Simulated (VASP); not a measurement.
# TePb (Fm-3m) in VASP: a series of runs

Runs on TePb. Level: PBEsol. Tasks: single point.

Program: VASP 6.6.1. These are calculated values, not measurements. Logs are shortened: lines on timing, memory, paths and dates and some standing lists are left out, and cuts for length are marked.

**Measured values to compare with.**

From a printed reference work, monograph, for a bulk crystal of TePb at 4.2 K: band gap 0.19 eV (direct).

How close the calculation comes is told below.

## 1. The cell of the first run

It takes space group Fm-3m (No. 225, cubic). The conventional cell has a = 6.454 Å, b = 6.454 Å, c = 6.454 Å, α = 90.00°, β = 90.00°, γ = 90.00°. Te (site symmetry m-3m) has 6 Pb at 3.23 Å within 4.2 Å. Within 4.2 Å of Pb (site symmetry m-3m) lie 6 Te at 3.23 Å.

## 2. Single point, PBEsol

INCAR reads:

```
SYSTEM = TePb
PREC     = Accurate       ! precision mode
ENCUT    = 520            ! plane-wave cutoff, eV
EDIFF    = 1E-6           ! SCF threshold, eV
ISMEAR   = -1             ! smearing method
SIGMA    = 0.03           ! smearing width, eV
LREAL    = .False.        ! projectors in reciprocal space
LASPH    = .True.         ! aspherical terms in the spheres
NELM     = 80             ! most SCF steps
ALGO     = Normal         ! electronic algorithm
ISIF     = 2              ! what is computed and relaxed
LWAVE    = .False.        ! write WAVECAR
LCHARG   = .True.         ! write CHGCAR
GGA      = PS             ! functional
LELF     = .True.         ! ELF
LVHAR    = .True.       
NBANDS   = 17             ! bands
```

KPOINTS reads:

```
Automatic mesh
0
Gamma
  10 10 10
  0 0 0
```

POSCAR reads:

```
TePb
1.0
    0.0000000000      3.2270000000      3.2270000000
    3.2270000000      0.0000000000      3.2270000000
    3.2270000000      3.2270000000      0.0000000000
Te Pb
1 1
Direct
    0.5000000000      0.5000000000      0.5000000000
    0.0000000000      0.0000000000      0.0000000000
```

Potentials or basis: VASP PAW PBE potentials, release 64 (Te, Pb_d).

Run with:

```
cat potpaw_PBE.64/Te/POTCAR potpaw_PBE.64/Pb_d/POTCAR > POTCAR
mpirun -np 1 vasp_std > vasp.out
```

OUTCAR:

```text
SYSTEM = TePb
   PREC = Accurate
   ENCUT = 520
   EDIFF = 1E-6
   ISMEAR = -1
   LREAL = .False.
   LASPH = .True.
   NELM = 80
   ISIF = 2
   GGA = PS

 ion  position               nearest neighbor table
   1  0.500  0.500  0.500-   2 3.23   2 3.23   2 3.23   2 3.23   2 3.23   2 3.23
   2  0.000  0.000  0.000-   1 3.23   1 3.23   1 3.23   1 3.23   1 3.23   1 3.23

  LATTYP: Found a face centered cubic cell.
 ALAT       =     6.4540000000

  Lattice vectors:

 A1 = (   0.0000000000,   3.2270000000,   3.2270000000)
 A2 = (   3.2270000000,   0.0000000000,   3.2270000000)
 A3 = (   3.2270000000,   3.2270000000,   0.0000000000)

Analysis of symmetry for initial positions (statically):
=====================================================================
 Subroutine PRICEL returns:
 Original cell was already a primitive cell.

 Routine SETGRP: Setting up the symmetry group for a
 face centered cubic supercell.

 Subroutine GETGRP returns: Found 48 space group operations
 (whereof 48 operations were pure point group operations)
 out of a pool of 48 trial point group operations.

The static configuration has the point symmetry O_h .

Analysis of symmetry for dynamics (positions and initial velocities):
=====================================================================
 Subroutine PRICEL returns:
 Original cell was already a primitive cell.

 Routine SETGRP: Setting up the symmetry group for a
 face centered cubic supercell.

 Subroutine GETGRP returns: Found 48 space group operations
 (whereof 48 operations were pure point group operations)
 out of a pool of 48 trial point group operations.

The dynamic configuration has the point symmetry O_h .

 Subroutine INISYM returns: Found 48 space group operations
 (whereof 48 operations are pure point group operations),
 and found     1 'primitive' translations

----------------------------------------------------------------------------------------

                                     Primitive cell

  volume of cell :      67.2089

  direct lattice vectors                    reciprocal lattice vectors
     0.000000000  3.227000000  3.227000000    -0.154942671  0.154942671  0.154942671
     3.227000000  0.000000000  3.227000000     0.154942671 -0.154942671  0.154942671
     3.227000000  3.227000000  0.000000000     0.154942671  0.154942671 -0.154942671

  length of vectors
     4.563667166  4.563667166  4.563667166     0.268368579  0.268368579  0.268368579

  position of ions in fractional coordinates (direct lattice)
     0.500000000  0.500000000  0.500000000
     0.000000000  0.000000000  0.000000000

  ion indices of the primitive-cell ions
   primitive index   ion index
                 1           1
                 2           2

----------------------------------------------------------------------------------------

 KPOINTS: Automatic mesh

Automatic generation of k-mesh.
 Grid dimensions read from file:
 generate k-points for:   10   10   10

 Generating k-lattice:

  Cartesian coordinates                     Fractional coordinates (reciprocal lattice)
    -0.015494267  0.015494267  0.015494267     0.100000000  0.000000000  0.000000000
     0.015494267 -0.015494267  0.015494267     0.000000000  0.100000000  0.000000000
     0.015494267  0.015494267 -0.015494267     0.000000000  0.000000000  0.100000000

  Length of vectors
     0.026836858  0.026836858  0.026836858

  Shift w.r.t. Gamma in fractional coordinates (k-lattice)
     0.000000000  0.000000000  0.000000000

 Subroutine IBZKPT returns following result:
 ===========================================

 Found     47 irreducible k-points:

 Following reciprocal coordinates:
            Coordinates               Weight
  0.000000  0.000000  0.000000      1.000000
  0.100000  0.000000  0.000000      8.000000
  0.200000  0.000000  0.000000      8.000000
  0.300000  0.000000  0.000000      8.000000
  0.400000  0.000000  0.000000      8.000000
  0.500000  0.000000  0.000000      4.000000
[... 16 lines left out ...]
  0.300000  0.300000  0.000000      6.000000
  0.400000  0.300000  0.000000     24.000000
 [... further k-points ...]
   k-points           NKPTS =     47   k-points in BZ     NKDIM =     47   number of bands    NBANDS=     17
   number of dos      NEDOS =    301   number of ions     NIONS =      2
   total plane-waves  NPLWV =  46656
   dimension x,y,z NGX =    36 NGY =   36 NGZ =   36
   dimension x,y,z NGXF=    72 NGYF=   72 NGZF=   72
   ions per type =               1   1
   NGX,Y,Z   is equivalent  to a cutoff of  13.11, 13.11, 13.11 a.u.
   NGXF,Y,Z  is equivalent  to a cutoff of  26.23, 26.23, 26.23 a.u.
 SYSTEM =  TePb
   PREC   = accura    normal or accurate (medium, high low for compatibility)
   ISTART =      0    job   : 0-new  1-cont  2-samecut
   ICHARG =      2    charge: 1-file 2-atom 10-const
   ISPIN  =      1    spin polarized calculation?
   LNONCOLLINEAR =      F non collinear calculations
   LSORBIT =      F    spin-orbit coupling
   LASPH  =      T    aspherical Exc in radial PAW
   ENCUT  =  520.0 eV  38.22 Ry    6.18 a.u.   8.49  8.49  8.49*2*pi/ulx,y,z
   NELM   =     80;   NELMIN=  2; NELMDL= -5     # of ELM steps
   EDIFF  = 0.1E-05   stopping-criterion for ELM
   LREAL  =      F    real-space projection
   EDIFFG = 0.1E-04   stopping-criterion for IOM
   NSW    =      0    number of steps for IOM
   IBRION =     -1    ionic relax: 0-MD 1-quasi-New 2-CG
   NFREE  =      0    steps in history (QN), initial steepest desc. (CG)
   ISIF   =      2    stress and relaxation
   ISYM   =      2    0-nonsym 1-usesym 2-fastsym
   POTIM  = 0.5000    time-step for ionic-motion
   TEBEG  =    0.0;   TEEND  =   0.0 temperature during run
   PSTRESS=    0.0 pullay stress
   NELECT =      20.0000    total number of electrons
   NUPDOWN=      -1.0000    fix difference up-down
   EMIN   =  10.00;   EMAX   =-10.00  energy-range for DOS
   EFERMI =   0.00;   METHOD = LEGACY
   ISMEAR =    -1;   SIGMA  =   0.03  broadening in eV -4-tet -1-fermi 0-gaus
   EFERMI_NEDOS =   21; number of points for ismear=-14 and -15
   IALGO  =     38    algorithm
   IMIX   =      4    mixing-type and parameters
     AMIX     =   0.40;   BMIX     =  1.00
     AMIX_MAG =   1.60;   BMIX_MAG =  1.00
  volume/ion in A,a.u.               =      33.60       226.77
  Fermi-wavevector in a.u.,A,eV,Ry     =   1.092972  2.065418 16.253366  1.194589
  Thomas-Fermi vector in A             =   2.229249
   LORBIT       =      0    0 simple, 1 ext, 2 COOP (PROOUT), +10 PAW based schemes
   GGA     = PS    functional components
   LHFCALC =     F    Hartree Fock is set to
   AEXX    =    0.0000 exact exchange contribution
   IVDW    =     0    specifies the selected vdW correction
   LEPSILON=     F    determine dielectric tensor
   LRPA    =     F    only Hartree local field effects (RPA)
 non-spin polarized calculation
  energy-cutoff  :      520.00
  volume of cell :       67.21
 maximum number of plane-waves:      1837
 NGX is ok and might be reduce to    36
   NGX = 17   NGY = 17   NGZ = 17

 number of electron      20.0000002 magnetization

 Free energy of the ion-electron system (eV)
  ---------------------------------------------------
  ext. energy  EPLUGINS =         0.00000000
  ---------------------------------------------------
  free energy    TOTEN  =        -8.25902449 eV

  energy without entropy =       -8.25902439  energy(sigma->0) =       -8.25902444

 E-fermi :   5.8388     XC(G=0):  -9.4869

 val. band max:        5.5075722518   @ k =   0.5000   0.0000   0.0000
 cond. band min:       6.1686075632   @ k =   0.5000   0.0000   0.0000
 fundamental gap:      0.6610353114
 Fermi energy:         5.8387534920

 k-point     1 :       0.0000    0.0000    0.0000
  band No.  band energies     occupation
      1     -11.1255      2.00000
      2     -11.1255      2.00000
      3     -11.1144      2.00000
      4     -11.1144      2.00000
      5     -11.1144      2.00000
      6      -6.5568      2.00000
[... 9 lines left out ...]
     16      11.2574      0.00000
     17      12.7296      0.00000

 k-point     2 :       0.1000    0.0000    0.0000
  band No.  band energies     occupation
      1     -11.1267      2.00000
      2     -11.1267      2.00000
      3     -11.1141      2.00000
      4     -11.1130      2.00000
      5     -11.1130      2.00000
      6      -6.4702      2.00000
[... 9 lines left out ...]
     16      11.4508      0.00000
     17      13.4946      0.00000

 k-point     3 :       0.2000    0.0000    0.0000
  band No.  band energies     occupation
      1     -11.1303      2.00000
      2     -11.1303      2.00000
      3     -11.1134      2.00000
      4     -11.1087      2.00000
      5     -11.1087      2.00000
      6      -6.2163      2.00000
[... 9 lines left out ...]
     16      11.9794      0.00000
     17      14.9274      0.00000

 k-point     4 :       0.3000    0.0000    0.0000
  band No.  band energies     occupation
      1     -11.1353      2.00000
      2     -11.1353      2.00000
      3     -11.1128      2.00000
      4     -11.1030      2.00000
      5     -11.1030      2.00000
      6      -5.8202      2.00000
[... 9 lines left out ...]
     16      12.8042      0.00000
     17      16.3391      0.00000

 k-point     5 :       0.4000    0.0000    0.0000
  band No.  band energies     occupation
      1     -11.1393      2.00000
      2     -11.1393      2.00000
      3     -11.1122      2.00000
      4     -11.0982      2.00000
      5     -11.0982      2.00000
      6      -5.3615      2.00000
[... 9 lines left out ...]
     16      13.8698      0.00000
     17      15.8541      0.00000

 k-point     6 :       0.5000    0.0000    0.0000
  band No.  band energies     occupation
      1     -11.1409      2.00000
      2     -11.1409      2.00000
      3     -11.1121      2.00000
      4     -11.0964      2.00000
      5     -11.0964      2.00000
      6      -5.1066      2.00000
[... 9 lines left out ...]
     16      14.7459      0.00000
     17      14.7459      0.00000

 k-point     7 :       0.1000    0.1000    0.0000
  band No.  band energies     occupation
      1     -11.1297      2.00000
      2     -11.1244      2.00000
      3     -11.1154      2.00000
      4     -11.1119      2.00000
      5     -11.1119      2.00000
      6      -6.4413      2.00000
[... 9 lines left out ...]
     16      11.7984      0.00000
     17      13.2677      0.00000

 k-point     8 :       0.2000    0.1000    0.0000
  band No.  band energies     occupation
      1     -11.1347      2.00000
      2     -11.1252      2.00000
      3     -11.1154      2.00000
      4     -11.1089      2.00000
      5     -11.1080      2.00000
      6      -6.2433      2.00000
[... 9 lines left out ...]
     16      12.3954      0.00000
     17      14.0281      0.00000
[... 203 lines left out ...]
      1     -11.1569      2.00000
      2     -11.1309      2.00000
      3     -11.1120      2.00000
      4     -11.0992      2.00000
      5     -11.0939      2.00000
      6      -5.0428      2.00000
[... 9 lines left out ...]
     16      14.9887      0.00000
     17      15.6006      0.00000

 k-point    20 :      -0.4000    0.2000    0.0000
  band No.  band energies     occupation
      1     -11.1526      2.00000
      2     -11.1349      2.00000
      3     -11.1083      2.00000
      4     -11.1005      2.00000
      5     -11.0957      2.00000
      6      -4.9613      2.00000
[... 9 lines left out ...]
     16      13.8168      0.00000
     17      16.2775      0.00000

 k-point    21 :      -0.3000    0.2000    0.0000
  band No.  band energies     occupation
      1     -11.1451      2.00000
      2     -11.1370      2.00000
      3     -11.1083      2.00000
      4     -11.1010      2.00000
      5     -11.0999      2.00000
      6      -5.2766      2.00000
[... 9 lines left out ...]
     16      14.1649      0.00000
     17      15.2814      0.00000

 k-point    22 :      -0.2000    0.2000    0.0000
  band No.  band energies     occupation
      1     -11.1370      2.00000
      2     -11.1367      2.00000
      3     -11.1111      2.00000
      4     -11.1046      2.00000
      5     -11.1015      2.00000
      6      -5.6915      2.00000
[... 9 lines left out ...]
     16      14.1430      0.00000
     17      14.6628      0.00000

 k-point    23 :       0.3000    0.3000    0.0000
  band No.  band energies     occupation
      1     -11.1631      2.00000
      2     -11.1212      2.00000
      3     -11.1179      2.00000
      4     -11.0971      2.00000
      5     -11.0971      2.00000
      6      -5.6003      2.00000
[... 9 lines left out ...]
     16      14.4283      0.00000
     17      14.7861      0.00000

 k-point    24 :       0.4000    0.3000    0.0000
  band No.  band energies     occupation
      1     -11.1713      2.00000
      2     -11.1211      2.00000
      3     -11.1185      2.00000
      4     -11.0941      2.00000
      5     -11.0931      2.00000
      6      -5.2868      2.00000
[... 9 lines left out ...]
     16      15.1661      0.00000
     17      15.6672      0.00000

 [... further k-points ...]
[... 5 lines left out ...]
  --------------------------------------------------------------------------------------
  -------------------------------------------------------------------------------------
  Total       -0.1126082     -0.1126082     -0.1126082      0.0000000      0.0000000      0.0000000
  in kB       -2.6844409     -2.6844409     -2.6844409      0.0000000      0.0000000      0.0000000
  external PRESSURE =      -2.6844409 kB  Pullay stress =       0.0000000 kB

 VOLUME and BASIS-vectors are now :
 -----------------------------------------------------------------------------
  energy-cutoff  :      520.00
  volume of cell :       67.21
      direct lattice vectors                 reciprocal lattice vectors
     0.000000000  3.227000000  3.227000000    -0.154942671  0.154942671  0.154942671
     3.227000000  0.000000000  3.227000000     0.154942671 -0.154942671  0.154942671
     3.227000000  3.227000000  0.000000000     0.154942671  0.154942671 -0.154942671

 POSITION                                       TOTAL-FORCE (eV/Angst)
 -----------------------------------------------------------------------------------
      3.22700      3.22700      3.22700         0.000000      0.000000     -0.000000
      0.00000      0.00000      0.00000         0.000000      0.000000      0.000000
 -----------------------------------------------------------------------------------
    total drift:                               -0.000000      0.000000      0.000000

  FREE ENERGIE OF THE ION-ELECTRON SYSTEM (eV)
  ---------------------------------------------------
  free  energy   TOTEN  =        -8.2590244884 eV

  energy  without entropy=       -8.2590243907  energy(sigma->0) =       -8.25902444
```

It took 19 s on 1 thread of Intel Xeon 6975P-C (Granite Rapids), shared host; peak memory 0.23 GiB.

What came out:

| Item | Value |
| --- | --- |
| Free energy | -8.2590 eV |
| Pressure | -0.3 GPa |
| Band gap on the k mesh | 0.66 eV, direct |

Caveat: the PAW data sets were made with another functional, which shifts forces and pressure a little; spin-orbit coupling is left out, which moves the levels of the heavy elements.

[end of part 1 of 2]
